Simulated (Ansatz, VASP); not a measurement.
**Two plane-wave programs on ZnO**

```xyz
4
Lattice="3.2420 0.0000 0.0000 -1.6210 2.8076 0.0000 0.0000 0.0000 5.2276" Properties=species:S:1:pos:R:3 pbc="T T T"
Zn    0.0000    1.8718    0.0076
Zn    1.6210    0.9359    2.6214
O     0.0000    1.8718    1.9899
O     1.6210    0.9359    4.6037
```

Alike in both runs: functional PBE; dispersion D4; k mesh 8 × 8 × 6; occupations gaussian, width 0.05 eV; no spin polarisation.

Ansatz relaxed the structure, and its values are those at the end. VASP's run is a single point on that final structure, the one shown.

```csv
,VASP,Ansatz
version,VASP 6.6.1,Ansatz 0.2.0
potentials or method,"VASP PAW PBE potentials, release 64 (Zn, O)","scalar-relativistic, plane waves, PAW"
plane-wave cutoff (eV),520,420
valence electrons in the cell,36,36
```

|  | VASP | Ansatz | Ansatz less VASP |
| --- | --- | --- | --- |
| gap on the k mesh at the Fermi level (eV) | 0.78 | 0.80 | +0.015 |
| least direct gap on the mesh (eV) | 0.78 | 0.80 | +0.015 |
| pressure (GPa) | 2.6 | 1.5 | -1.10 |
| dispersion energy (meV/atom) | -238.7 | -238.8 | -0.11 |

Expect the measured gap to be larger: semilocal functionals such as PBE lack the derivative discontinuity.
